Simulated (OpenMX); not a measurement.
Crystal: PtSe2 (Sudovikovite).

```xyz
3
Lattice="3.7240 0.0000 0.0000 -1.8620 3.2251 0.0000 0.0000 0.0000 5.0620" Properties=species:S:1:pos:R:3 pbc="T T T"
Pt    0.0000    0.0000    0.0000
Se    1.8620    1.0750    3.7965
Se    0.0000    2.1501    1.2655
```

Base run:

- Program: OpenMX 3.8.5
- Functional: PBE
- Potentials or basis: OpenMX 2013 PBE set, Pt7.0-s3p2d2f1, Se7.0-s3p2d2, grid cutoff 400 Ry
- k mesh: 9 × 9 × 5
- Occupations: fermi-dirac, width 0.05 eV
- Spin: no spin polarisation

Its results: pressure 8.2 GPa; largest force 0.831 eV/Å.

**Question.** The run is repeated on the same cell with these changes: potentials or basis from OpenMX 2013 PBE set, Pt7.0-s3p2d2f1, Se7.0-s3p2d2, grid cutoff 400 Ry to OpenMX 2013 PBE set, Pt7.0-s3p2d2, Se7.0-s3p2d1, grid cutoff 400 Ry. What comes out?

**Answer.** Pressure 9.7 GPa; largest force 1.029 eV/Å.

Caveats: the basis of atomic orbitals isn't converged, which shifts pressures, moduli and gaps; forces of over 1 eV/Å show positions far from the minimum, so gaps and moduli don't describe the material at rest (some runs).
